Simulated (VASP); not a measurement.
# Cs (I4_1/amd) in VASP: single point with r2SCAN

Aim: the single point of Cs with r2SCAN.

Everything below comes from runs of VASP 6.6.1. Logs are shortened: lines on timing, memory, paths and dates and some standing lists are left out, and cuts for length are marked.

## Step 1: The crystal as given

Symmetry: I4_1/amd, No. 141, tetragonal system. Conventional cell: a = 5.108 Å, b = 5.108 Å, c = 19.192 Å, α = 90.00°, β = 90.00°, γ = 90.00°.

This isn't the form of Cs at room conditions, which is bcc.

## Step 2: Single point, r2SCAN

POSCAR

```
Cs
1.0
   -2.5538463026      2.5538463026      9.5960667852
    2.5538463026     -2.5538463026      9.5960667852
    2.5538463026      2.5538463026     -9.5960667852
Cs
2
Direct
    0.2500000000      0.7500000000      0.5000000000
    0.5000000000      0.5000000000      0.0000000000
```

INCAR.step1

```
SYSTEM = Cs
PREC     = Accurate       ! precision mode
ENCUT    = 520            ! plane-wave cutoff, eV
ISMEAR   = 0              ! smearing method
SIGMA    = 0.1            ! smearing width, eV
LREAL    = .FALSE.        ! projectors in reciprocal space
LASPH    = .TRUE.         ! aspherical terms in the spheres
NELM     = 100            ! most SCF steps
NBANDS   = 16             ! bands
GGA      = PE             ! functional
ALGO     = Normal         ! electronic algorithm
EDIFF    = 1E-4           ! SCF threshold, eV
LWAVE    = .TRUE.         ! write WAVECAR
LCHARG   = .FALSE.        ! write CHGCAR
```

INCAR.step2

```
SYSTEM = Cs
PREC     = Accurate       ! precision mode
ENCUT    = 520            ! plane-wave cutoff, eV
EDIFF    = 1E-6           ! SCF threshold, eV
ISMEAR   = 0              ! smearing method
SIGMA    = 0.1            ! smearing width, eV
LREAL    = .FALSE.        ! projectors in reciprocal space
LASPH    = .TRUE.         ! aspherical terms in the spheres
NELM     = 100            ! most SCF steps
ALGO     = Normal         ! electronic algorithm
ISIF     = 2              ! what is computed and relaxed
LWAVE    = .FALSE.        ! write WAVECAR
LCHARG   = .FALSE.        ! write CHGCAR
METAGGA  = R2SCAN         ! meta-GGA
LMIXTAU  = .TRUE.       
NBANDS   = 16             ! bands
ISTART   = 1
```

KPOINTS

```
Automatic mesh
0
G
  6 6 6
  0 0 0
```

Potentials or basis: VASP PAW PBE potentials, release 64 (Cs_sv).

Launch:

```sh
> cat potpaw_PBE.64/Cs_sv/POTCAR > POTCAR
> cp INCAR.step1 INCAR
> mpirun -np 1 vasp_std > vasp.out
> cp INCAR.step2 INCAR
> mpirun -np 1 vasp_std > vasp.out
```

OUTCAR:

```text
SYSTEM = Cs
   PREC = Accurate
   ENCUT = 520
   EDIFF = 1E-6
   ISMEAR = 0
   LREAL = .FALSE.
   LASPH = .TRUE.
   NELM = 100
   ISIF = 2
   METAGGA = R2SCAN
   ISTART = 1

 ion  position               nearest neighbor table
   1  0.250  0.750  0.500-
   2  0.500  0.500  0.000-

  LATTYP: Found a body centered tetragonal cell.
 ALAT       =     5.1076926052
 C/A-ratio  =     3.7574958115

  Lattice vectors:

 A1 = (  -2.5538463026,   2.5538463026,   9.5960667852)
 A2 = (   2.5538463026,  -2.5538463026,   9.5960667852)
 A3 = (   2.5538463026,   2.5538463026,  -9.5960667852)

Analysis of symmetry for initial positions (statically):
=====================================================================
 Subroutine PRICEL returns:
 Original cell was already a primitive cell.

 Routine SETGRP: Setting up the symmetry group for a
 body centered tetragonal supercell.

 Subroutine GETGRP returns: Found 16 space group operations
 (whereof  8 operations were pure point group operations)
 out of a pool of 16 trial point group operations.

The static configuration has the point symmetry D_2d.
 The point group associated with its full space group is D_4h.

Analysis of symmetry for dynamics (positions and initial velocities):
=====================================================================
 Subroutine PRICEL returns:
 Original cell was already a primitive cell.

 Routine SETGRP: Setting up the symmetry group for a
 body centered tetragonal supercell.

 Subroutine GETGRP returns: Found 16 space group operations
 (whereof  8 operations were pure point group operations)
 out of a pool of 16 trial point group operations.

The dynamic configuration has the point symmetry D_2d.
 The point group associated with its full space group is D_4h.

 Subroutine INISYM returns: Found 16 space group operations
 (whereof  8 operations are pure point group operations),
 and found     1 'primitive' translations

----------------------------------------------------------------------------------------

                                     Primitive cell

  volume of cell :     250.3472

  direct lattice vectors                    reciprocal lattice vectors
    -2.553846303  2.553846303  9.596066785     0.000000000  0.195783121  0.052104681
     2.553846303 -2.553846303  9.596066785     0.195783121  0.000000000  0.052104681
     2.553846303  2.553846303 -9.596066785     0.195783121  0.195783121  0.000000000

  length of vectors
    10.253231667 10.253231667 10.253231667     0.202597947  0.202597947  0.276879145

  position of ions in fractional coordinates (direct lattice)
     0.250000000  0.750000000  0.500000000
     0.500000000  0.500000000  0.000000000

  ion indices of the primitive-cell ions
   primitive index   ion index
                 1           1
                 2           2

----------------------------------------------------------------------------------------

 KPOINTS: Automatic mesh

Automatic generation of k-mesh.
 Grid dimensions read from file:
 generate k-points for:    6    6    6

 Generating k-lattice:

  Cartesian coordinates                     Fractional coordinates (reciprocal lattice)
     0.000000000  0.032630520  0.008684114     0.166666667  0.000000000 -0.000000000
     0.032630520  0.000000000  0.008684114     0.000000000  0.166666667 -0.000000000
     0.032630520  0.032630520  0.000000000     0.000000000  0.000000000  0.166666667

  Length of vectors
     0.033766325  0.033766325  0.046146524

  Shift w.r.t. Gamma in fractional coordinates (k-lattice)
     0.000000000  0.000000000  0.000000000

 Subroutine IBZKPT returns following result:
 ===========================================

 Found     30 irreducible k-points:

 Following reciprocal coordinates:
            Coordinates               Weight
  0.000000  0.000000  0.000000      1.000000
  0.166667 -0.000000  0.000000      8.000000
  0.333333 -0.000000  0.000000      8.000000
  0.500000 -0.000000  0.000000      4.000000
  0.166667  0.166667  0.000000      8.000000
  0.333333  0.166667  0.000000     16.000000
[... 16 lines left out ...]
 -0.333333 -0.333333  0.166667      8.000000
 -0.166667 -0.333333  0.166667      8.000000
 [... further k-points ...]
   k-points           NKPTS =     30   k-points in BZ     NKDIM =     30   number of bands    NBANDS=     16
   number of dos      NEDOS =    301   number of ions     NIONS =      2
   total plane-waves  NPLWV = 512000
   dimension x,y,z NGX =    80 NGY =   80 NGZ =   80
   dimension x,y,z NGXF=   160 NGYF=  160 NGZF=  160
   ions per type =               2
   NGX,Y,Z   is equivalent  to a cutoff of  12.97, 12.97, 12.97 a.u.
   NGXF,Y,Z  is equivalent  to a cutoff of  25.94, 25.94, 25.94 a.u.
 SYSTEM =  Cs
   PREC   = accura    normal or accurate (medium, high low for compatibility)
   ISTART =      1    job   : 0-new  1-cont  2-samecut
   ICHARG =      0    charge: 1-file 2-atom 10-const
   ISPIN  =      1    spin polarized calculation?
   LNONCOLLINEAR =      F non collinear calculations
   LSORBIT =      F    spin-orbit coupling
   LASPH  =      T    aspherical Exc in radial PAW
   ENCUT  =  520.0 eV  38.22 Ry    6.18 a.u.  19.06 19.06 19.06*2*pi/ulx,y,z
   NELM   =    100;   NELMIN=  2; NELMDL=  0     # of ELM steps
   EDIFF  = 0.1E-05   stopping-criterion for ELM
   LREAL  =      F    real-space projection
   EDIFFG = 0.1E-04   stopping-criterion for IOM
   NSW    =      0    number of steps for IOM
   IBRION =     -1    ionic relax: 0-MD 1-quasi-New 2-CG
   NFREE  =      0    steps in history (QN), initial steepest desc. (CG)
   ISIF   =      2    stress and relaxation
   ISYM   =      2    0-nonsym 1-usesym 2-fastsym
   POTIM  = 0.5000    time-step for ionic-motion
   TEBEG  =    0.0;   TEEND  =   0.0 temperature during run
   PSTRESS=    0.0 pullay stress
   NELECT =      18.0000    total number of electrons
   NUPDOWN=      -1.0000    fix difference up-down
   EMIN   =  10.00;   EMAX   =-10.00  energy-range for DOS
   EFERMI =   0.00;   METHOD = LEGACY
   ISMEAR =     0;   SIGMA  =   0.10  broadening in eV -4-tet -1-fermi 0-gaus
   EFERMI_NEDOS =   21; number of points for ismear=-14 and -15
   IALGO  =     38    algorithm
   IMIX   =      4    mixing-type and parameters
     AMIX     =   0.40;   BMIX     =  1.00
     AMIX_MAG =   1.60;   BMIX_MAG =  1.00
  volume/ion in A,a.u.               =     125.17       844.71
  Fermi-wavevector in a.u.,A,eV,Ry     =   0.680745  1.286422  6.305135  0.463414
  Thomas-Fermi vector in A             =   1.759326
   LORBIT       =      0    0 simple, 1 ext, 2 COOP (PROOUT), +10 PAW based schemes
   METAGGA = R2SCAN    functional components
   LHFCALC =     F    Hartree Fock is set to
   AEXX    =    0.0000 exact exchange contribution
   IVDW    =     0    specifies the selected vdW correction
   LEPSILON=     F    determine dielectric tensor
   LRPA    =     F    only Hartree local field effects (RPA)
 non-spin polarized calculation
 Gauss-broadening in eV      SIGMA  =   0.10
  energy-cutoff  :      520.00
  volume of cell :      250.35
 maximum number of plane-waves:      6816
 NGX is ok and might be reduce to    80
   NGX = 39   NGY = 39   NGZ = 39

 number of electron      18.0000001 magnetization

 Free energy of the ion-electron system (eV)
  ---------------------------------------------------
  ext. energy  EPLUGINS =         0.00000000
  ---------------------------------------------------
  free energy    TOTEN  =       -49.92854538 eV

  energy without entropy =      -49.91702631  energy(sigma->0) =      -49.92278584

 E-fermi :   0.3880     XC(G=0):  -5.4108

 val. band max:        0.3614600777   @ k =   0.0000   0.0000   0.0000
 cond. band min:       0.4049837939   @ k =   0.1667   0.1667   0.0000
 fundamental gap:      0.0435237162
 Fermi energy:         0.3879825971

 k-point     1 :       0.0000    0.0000    0.0000
  band No.  band energies     occupation
      1     -24.6016      2.00000
      2     -24.5969      2.00000
      3     -11.0834      2.00000
      4     -10.9702      2.00000
      5     -10.9702      2.00000
      6     -10.9688      2.00000
[... 8 lines left out ...]
     15       3.8420      0.00000
     16       3.8420      0.00000

 k-point     2 :       0.1667   -0.0000    0.0000
  band No.  band energies     occupation
      1     -24.6000      2.00000
      2     -24.5958      2.00000
      3     -11.0746      2.00000
      4     -11.0055      2.00000
      5     -10.9985      2.00000
      6     -10.9693      2.00000
[... 8 lines left out ...]
     15       3.2436      0.00000
     16       3.7726      0.00000

 k-point     3 :       0.3333   -0.0000    0.0000
  band No.  band energies     occupation
      1     -24.5968      2.00000
      2     -24.5938      2.00000
      3     -11.0757      2.00000
      4     -11.0711      2.00000
      5     -11.0419      2.00000
      6     -10.9759      2.00000
[... 8 lines left out ...]
     15       3.0630      0.00000
     16       3.6491      0.00000

 k-point     4 :       0.5000   -0.0000    0.0000
  band No.  band energies     occupation
      1     -24.5951      2.00000
      2     -24.5928      2.00000
      3     -11.1070      2.00000
      4     -11.0996      2.00000
      5     -11.0334      2.00000
      6     -10.9817      2.00000
[... 8 lines left out ...]
     15       3.0309      0.00000
     16       3.4827      0.00000

 k-point     5 :       0.1667    0.1667    0.0000
  band No.  band energies     occupation
      1     -24.5984      2.00000
      2     -24.5949      2.00000
      3     -11.0633      2.00000
      4     -11.0067      2.00000
      5     -11.0024      2.00000
      6     -10.9952      2.00000
[... 8 lines left out ...]
     15       3.0426      0.00000
     16       3.1711      0.00000

 k-point     6 :       0.3333    0.1667    0.0000
  band No.  band energies     occupation
      1     -24.5951      2.00000
      2     -24.5928      2.00000
      3     -11.0706      2.00000
      4     -11.0671      2.00000
      5     -11.0324      2.00000
      6     -10.9997      2.00000
[... 8 lines left out ...]
     15       2.9983      0.00000
     16       3.1798      0.00000
[... 267 lines left out ...]
 k-point    21 :      -0.3333    0.5000    0.1667
  band No.  band energies     occupation
      1     -24.5946      2.00000
      2     -24.5934      2.00000
      3     -11.0738      2.00000
      4     -11.0624      2.00000
      5     -11.0217      2.00000
      6     -11.0039      2.00000
[... 8 lines left out ...]
     15       2.9199      0.00000
     16       3.1523      0.00000

 k-point    22 :      -0.1667    0.5000    0.1667
  band No.  band energies     occupation
      1     -24.5963      2.00000
      2     -24.5943      2.00000
      3     -11.0771      2.00000
      4     -11.0683      2.00000
      5     -11.0313      2.00000
      6     -10.9883      2.00000
[... 8 lines left out ...]
     15       3.0027      0.00000
     16       3.6550      0.00000

 k-point    23 :      -0.3333   -0.3333    0.1667
  band No.  band energies     occupation
      1     -24.5976      2.00000
      2     -24.5956      2.00000
      3     -11.0469      2.00000
      4     -11.0133      2.00000
      5     -11.0041      2.00000
      6     -10.9935      2.00000
[... 8 lines left out ...]
     15       2.8887      0.00000
     16       3.1870      0.00000

 k-point    24 :      -0.1667   -0.3333    0.1667
  band No.  band energies     occupation
      1     -24.5995      2.00000
      2     -24.5964      2.00000
      3     -11.0616      2.00000
      4     -11.0102      2.00000
      5     -10.9949      2.00000
      6     -10.9819      2.00000
[... 8 lines left out ...]
     15       3.1059      0.00000
     16       3.6102      0.00000

 [... further k-points ...]

------------------------ aborting loop because EDIFF is reached ----------------------------------------

  FORCE on cell =-STRESS in cart. coord.  units (eV):
  Direction    XX          YY          ZZ          XY          YZ          ZX
  --------------------------------------------------------------------------------------
  -------------------------------------------------------------------------------------
  Total        0.0118953      0.0118953     -0.0306607      0.0000000      0.0000000      0.0000000
  in kB        0.0761276      0.0761276     -0.1962229      0.0000000      0.0000000      0.0000000
  external PRESSURE =      -0.0146559 kB  Pullay stress =       0.0000000 kB

 VOLUME and BASIS-vectors are now :
 -----------------------------------------------------------------------------
  energy-cutoff  :      520.00
  volume of cell :      250.35
      direct lattice vectors                 reciprocal lattice vectors
    -2.553846303  2.553846303  9.596066785     0.000000000  0.195783121  0.052104681
     2.553846303 -2.553846303  9.596066785     0.195783121  0.000000000  0.052104681
     2.553846303  2.553846303 -9.596066785     0.195783121  0.195783121  0.000000000

 POSITION                                       TOTAL-FORCE (eV/Angst)
 -----------------------------------------------------------------------------------
      2.55385      0.00000      4.79803        -0.000000      0.000000     -0.000000
      0.00000      0.00000      9.59607         0.000000     -0.000000      0.000000
 -----------------------------------------------------------------------------------
    total drift:                                0.000000     -0.000000      0.000000

  FREE ENERGIE OF THE ION-ELECTRON SYSTEM (eV)
  ---------------------------------------------------
  free  energy   TOTEN  =       -49.9285453774 eV

  energy  without entropy=      -49.9170263124  energy(sigma->0) =      -49.92278584
```

Run time: 25 min. Hardware: 1 thread of Intel Xeon Platinum 8488C (Sapphire Rapids), shared host; peak memory 1.1 GiB.

Results:

```yaml
Free_energy: -49.9285 eV
Pressure: 0.0 GPa
Band_gap_on_the_k_mesh: none (metal or under the smearing width)
```

Caveat: the PAW data sets were made with another functional, which shifts forces and pressure a little.
